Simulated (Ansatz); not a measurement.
ZrSe2: relaxation of cell and atoms with RPBE+D3(BJ)

The system is ZrSe2.

```xyz
3
Lattice="3.7980 0.0000 0.0000 -1.8990 3.2892 0.0000 0.0000 0.0000 6.1920" Properties=species:S:1:pos:R:3 pbc="T T T"
Zr    0.0000    0.0000    0.0000
Se    1.8990    1.0964    4.6440
Se    0.0000    2.1928    1.5480
```

```yaml
Program: Ansatz 0.2.0
Task: relaxation of cell and atoms
Functional: RPBE
Dispersion: D3(BJ)
Potentials_or_basis: Ansatz PAW
Cutoff: "420 eV (not typed: the program's choice for these potentials)"
k_mesh: 8 × 8 × 5
Occupations: fermi-dirac, width 0.05 eV
Spin: no spin polarisation
```

* Relaxed volume: 18.20 Å³/atom
* Relaxed cell: a = 3.339 Å, b = 3.339 Å, c = 5.655 Å, α = 90.00°, β = 90.00°, γ = 120.00°
* Space group after relaxing (to 0.05 Å): P-3m1 (No. 164)
* Energy gained by relaxing: 328.6 meV/atom
* Ionic steps: 8
* Pressure after relaxing: 0.0 GPa
* Band gap on the k mesh: none (metal or under the smearing width)

The path:
| step | energy change (eV) | largest force (eV/Å) | volume (Å³) |
| --- | --- | --- | --- |
| 1 | 0.0000 | 0.2539 | 77.35 |
| 2 | -0.4152 | 0.9784 | 68.60 |
| 3 | -0.8218 | 0.1776 | 61.20 |
| 4 | -0.9863 | 0.0061 | 54.75 |
| 5 | -0.9873 | 0.0160 | 54.72 |
| 6 | -0.9874 | 0.0102 | 54.56 |
| 7 | -0.9874 | 0.0008 | 54.61 |
| 8 | -0.9859 | 0.0016 | 54.61 |

Final structure:
```cif
data_structure
_symmetry_space_group_name_H-M 'P 1'
_symmetry_Int_Tables_number 1
_cell_length_a 3.3392
_cell_length_b 3.3392
_cell_length_c 5.6551
_cell_angle_alpha 90.000
_cell_angle_beta 90.000
_cell_angle_gamma 120.000
_cell_volume 54.61
loop_
_atom_site_label
_atom_site_type_symbol
_atom_site_fract_x
_atom_site_fract_y
_atom_site_fract_z
_atom_site_occupancy
Zr1 Zr 0.00000 0.00000 0.00000 1
Se1 Se 0.66667 0.33333 0.69491 1
Se2 Se 0.33333 0.66667 0.30509 1
```

Levels at points of the mesh, in eV from the Fermi level:
| k point | band 19 | band 20 | band 21 | band 22 | band 23 | band 24 | band 25 | band 26 |
| --- | --- | --- | --- | --- | --- | --- | --- | --- |
| (0.00, 0.00, 0.00) | -2.08 | 0.36 | 0.92 | 0.95 | 0.95 | 1.70 | 1.70 | 3.93 |
| (0.00, -0.50, 0.00) | -3.38 | -2.45 | -2.07 | -1.73 | -0.14 | 4.16 | 4.37 | 5.95 |

Wall time 23 s on 2 threads of Arm Neoverse V1 (shared host), peak memory 0.42 GiB.

Caveat: the volume moved by over 15 % at a fixed basis, so the end points are rough; the plane-wave basis is chosen anew once the cell has moved, so the energies of steps on either side of that aren't comparable; the volume moved by -29 % from the deposited cell, more than functionals usually miss; the PAW data sets come from PBE, with cores solved anew for the run's functional, which leaves a small shift of forces and pressure.
